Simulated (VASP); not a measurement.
# CdSe (P6_3mc) in VASP: notebook, part 2 of 2

VASP 6.6.1. The steps go on from the part before.

### 3 Single point, PBE (28.87 Å³/atom)

This run uses another cell than the first one, of 28.87 Å³/atom.

Input file INCAR:

```
SYSTEM = CdSe
PREC = Accurate
ENCUT = 520
EDIFF = 1E-6
ISMEAR = 0
SIGMA = 0.01
LREAL = .False.
LASPH = .True.
NELM = 100
ALGO = Normal
ISIF = 2
LWAVE = .False.
LCHARG = .True.
GGA = PE
LELF = .True.
LVHAR = .True.
NBANDS = 26
```

Input file KPOINTS:

```
regular mesh
0
Gamma
  6 6 4
  0 0 0
```

Input file POSCAR:

```
CdSe
1.0
    4.3391000164      0.0000000000      0.0000000000
   -2.1695500082      3.7577708438      0.0000000000
    0.0000000000      0.0000000000      7.0812827247
Cd Se
2 2
Direct
    0.3333333333      0.6666666667      0.0045810698
    0.6666666667      0.3333333333      0.5045810698
    0.3333333333      0.6666666667      0.3804189302
    0.6666666667      0.3333333333      0.8804189302
```

Potentials or basis: VASP PAW PBE potentials, release 64 (Cd, Se).

Command:

```console
cat potpaw_PBE.64/Cd/POTCAR potpaw_PBE.64/Se/POTCAR > POTCAR
mpirun -np 1 vasp_std > vasp.out
```

OUTCAR:

```text
SYSTEM = CdSe
   PREC = Accurate
   ENCUT = 520
   EDIFF = 1E-6
   ISMEAR = 0
   LREAL = .False.
   LASPH = .True.
   NELM = 100
   ISIF = 2
   GGA = PE

 ion  position               nearest neighbor table
   1  0.333  0.667  0.005-   4 2.65   4 2.65   4 2.65   3 2.66
   2  0.667  0.333  0.505-   3 2.65   3 2.65   3 2.65   4 2.66
   3  0.333  0.667  0.380-   2 2.65   2 2.65   2 2.65   1 2.66
   4  0.667  0.333  0.880-   1 2.65   1 2.65   1 2.65   2 2.66

  LATTYP: Found a hexagonal cell.
 ALAT       =     4.3391000164
 C/A-ratio  =     1.6319703851

  Lattice vectors:

 A1 = (   4.3391000164,   0.0000000000,   0.0000000000)
 A2 = (  -2.1695500082,   3.7577708438,   0.0000000000)
 A3 = (   0.0000000000,   0.0000000000,   7.0812827247)

Analysis of symmetry for initial positions (statically):
=====================================================================
 Subroutine PRICEL returns:
 Original cell was already a primitive cell.

 Routine SETGRP: Setting up the symmetry group for a
 hexagonal supercell.

 Subroutine GETGRP returns: Found 12 space group operations
 (whereof  6 operations were pure point group operations)
 out of a pool of 24 trial point group operations.

[... 165 lines left out ...]

 val. band max:        0.7457885701   @ k =   0.0000   0.0000   0.0000
 cond. band min:       1.3537488597   @ k =   0.0000   0.0000   0.0000
 fundamental gap:      0.6079602897
 Fermi energy:         0.7885402984

 k-point     1 :       0.0000    0.0000    0.0000
  band No.  band energies     occupation
      1     -11.7125      2.00000
      2     -11.3578      2.00000
      3      -7.1005      2.00000
      4      -7.0949      2.00000
      5      -7.0949      2.00000
      6      -7.0319      2.00000
[... 598 lines left out ...]
     25       9.4598      0.00000
     26       9.4599      0.00000

------------------------ aborting loop because EDIFF is reached ----------------------------------------

  FORCE on cell =-STRESS in cart. coord.  units (eV):
  Direction    XX          YY          ZZ          XY          YZ          ZX
  --------------------------------------------------------------------------------------
  -------------------------------------------------------------------------------------
  Total        1.2596680      1.2596680      1.2419971      0.0000000      0.0000000      0.0000000
  in kB       17.4793307     17.4793307     17.2341267      0.0000000      0.0000000      0.0000000
  external PRESSURE =      17.3975960 kB  Pullay stress =       0.0000000 kB

 VOLUME and BASIS-vectors are now :
 -----------------------------------------------------------------------------
  energy-cutoff  :      520.00
  volume of cell :      115.46
      direct lattice vectors                 reciprocal lattice vectors
     4.339100016  0.000000000  0.000000000     0.230462537  0.133057608  0.000000000
    -2.169550008  3.757770844  0.000000000     0.000000000  0.266115216  0.000000000
     0.000000000  0.000000000  7.081282725     0.000000000  0.000000000  0.141217353

 POSITION                                       TOTAL-FORCE (eV/Angst)
 -----------------------------------------------------------------------------------
     -0.00000      2.50518      0.03244        -0.000000     -0.000000      0.006203
      2.16955      1.25259      3.57308         0.000000      0.000000      0.006203
     -0.00000      2.50518      2.69385         0.000000     -0.000000     -0.006203
      2.16955      1.25259      6.23450        -0.000000      0.000000     -0.006203
 -----------------------------------------------------------------------------------
    total drift:                               -0.000000     -0.000000     -0.000121

  FREE ENERGIE OF THE ION-ELECTRON SYSTEM (eV)
  ---------------------------------------------------
  free  energy   TOTEN  =       -10.9689497944 eV

  energy  without entropy=      -10.9689497944  energy(sigma->0) =      -10.96894979
```

stdout:

```text
POSCAR found type information on POSCAR CdSe
 POSCAR found :  2 types and       4 ions
 scaLAPACK will be used
 LDA part: xc-table for (Slater+PW92), standard interpolation
 POSCAR, INCAR and KPOINTS ok, starting setup
 FFT: planning ... GRIDC
 FFT: planning ... GRID_SOFT
 FFT: planning ... GRID
 WAVECAR not read
 entering main loop
```

Run time: 59 s. Hardware: 1 thread of Intel Xeon Platinum 8488C (Sapphire Rapids), shared host; peak memory 0.24 GiB.

What came out:

* Free energy: -10.9689 eV
* Pressure: 1.7 GPa
* Largest force: 0.006 eV/Å
* Band gap on the k mesh: 0.61 eV

Forces on the atoms (eV/Å):
```
Cd   0.000  0.000  0.006
Cd   0.000  0.000  0.006
Se   0.000  0.000 -0.006
Se   0.000  0.000 -0.006
```

Levels at points of the mesh, in eV from the valence-band top:
| k point | band 14 | band 15 | band 16 | band 17 | band 18 | band 19 | band 20 | band 21 | band 22 | band 23 |
| --- | --- | --- | --- | --- | --- | --- | --- | --- | --- | --- |
| (0.00, 0.00, 0.00) | -0.73 | -0.73 | -0.05 | 0.00 | 0.00 | 0.61 | 2.17 | 5.86 | 5.86 | 6.13 |
| (0.50, 0.00, 0.00) | -3.54 | -2.55 | -1.77 | -1.27 | -0.72 | 3.16 | 3.33 | 4.78 | 6.05 | 6.45 |
| (0.00, 0.00, 0.50) | -2.60 | -0.38 | -0.38 | -0.38 | -0.38 | 2.32 | 2.32 | 5.81 | 5.81 | 6.25 |
| (0.50, 0.00, 0.50) | -4.09 | -1.31 | -1.31 | -1.29 | -1.29 | 2.92 | 2.92 | 4.84 | 4.84 | 7.66 |

### 4 Single point, PBE

This run uses another cell than the first one, of 29.76 Å³/atom.

Input file INCAR:

```
SYSTEM = CdSe
ALGO     = Normal         ! electronic algorithm
EDIFF    = 1E-7           ! SCF threshold, eV
ENCUT    = 520            ! plane-wave cutoff, eV
GGA      = PE             ! functional
ISIF     = 2              ! what is computed and relaxed
ISMEAR   = 0              ! smearing method
LASPH    = .TRUE.         ! aspherical terms in the spheres
LCHARG   = .FALSE.        ! write CHGCAR
LREAL    = .FALSE.        ! projectors in reciprocal space
LWAVE    = .FALSE.        ! write WAVECAR
NBANDS   = 26             ! bands
NELM     = 100            ! most SCF steps
PREC     = Accurate       ! precision mode
SIGMA    = 0.01           ! smearing width, eV
```

Input file KPOINTS:

```
k-points
0
G
  6 6 4
  0 0 0
```

Input file POSCAR:

```
CdSe
1.0
    4.3833796055      0.0000000000      0.0000000000
   -2.1916898027      3.7961180928      0.0000000000
    0.0000000000      0.0000000000      7.1535457027
Cd Se
2 2
Direct
    0.3333333333      0.6666666667      0.0045810698
    0.6666666667      0.3333333333      0.5045810698
    0.3333333333      0.6666666667      0.3804189302
    0.6666666667      0.3333333333      0.8804189302
```

Command:

```console
cat potpaw_PBE.64/Cd/POTCAR potpaw_PBE.64/Se/POTCAR > POTCAR
mpirun -np 1 vasp_std > vasp.out
```

Run time: 82 s. Hardware: 1 thread of Intel Xeon Platinum 8488C (Sapphire Rapids), shared host; peak memory 0.27 GiB.

Results (log left out):

* Free energy: -10.9908 eV
* Pressure: 0.3 GPa
* Largest force: 0.003 eV/Å
* Band gap on the k mesh: 0.54 eV

Forces on the atoms (eV/Å):
```
Cd   0.000  0.000  0.003
Cd   0.000  0.000  0.003
Se   0.000  0.000 -0.003
Se   0.000  0.000 -0.003
```

Levels at points of the mesh, in eV from the valence-band top:
| k point | band 15 | band 16 | band 17 | band 18 | band 19 | band 20 | band 21 | band 22 |
| --- | --- | --- | --- | --- | --- | --- | --- | --- |
| (0.00, 0.00, 0.00) | -0.69 | -0.04 | 0.00 | 0.00 | 0.54 | 2.14 | 5.85 | 5.85 |
| (0.50, 0.00, 0.00) | -2.42 | -1.68 | -1.20 | -0.68 | 3.09 | 3.33 | 4.78 | 5.94 |
| (0.00, 0.00, 0.50) | -0.36 | -0.36 | -0.36 | -0.36 | 2.26 | 2.26 | 5.76 | 5.76 |
| (0.50, 0.00, 0.50) | -1.24 | -1.24 | -1.22 | -1.22 | 2.90 | 2.90 | 4.83 | 4.83 |

### 5 Overview

```csv
cell,gap on the mesh (eV),pressure (GPa),largest force (eV/Å)
"a = 4.294, b = 4.294, c = 7.008 Å, angles 90.0, 90.0, 120.0°, 4 atoms",0.68,3.5,0.01
"a = 4.339, b = 4.339, c = 7.081 Å, angles 90.0, 90.0, 120.0°, 4 atoms",0.61,1.7,0.01
"a = 4.383, b = 4.383, c = 7.154 Å, angles 90.0, 90.0, 120.0°, 4 atoms",0.54,0.3,-
```

Alike in all rows: task single point; level PBE; potentials or basis VASP PAW PBE potentials, release 64 (Cd, Se); no spin polarisation; k mesh 6 × 6 × 4; cutoff (eV) 520; smearing gaussian 0.01 eV.

Caveats: the cell stands under pressure (at least some runs).

Absolute energies hang on the potentials; compare differences alone.

### 6 Against experiment

Step 4. A measured gap of CdSe is 1.841 eV (2 K; a printed reference work, data compilation); the calculated 0.54 eV misses it by -1.30 eV. So large a miss can be the level of theory's own, or it may mean another phase, state or a wrong row. Spin-orbit coupling on Cd, Se is left out. The value is that of PBE, without temperature or zero-point motion. Semilocal functionals fall short of measured gaps as a rule.
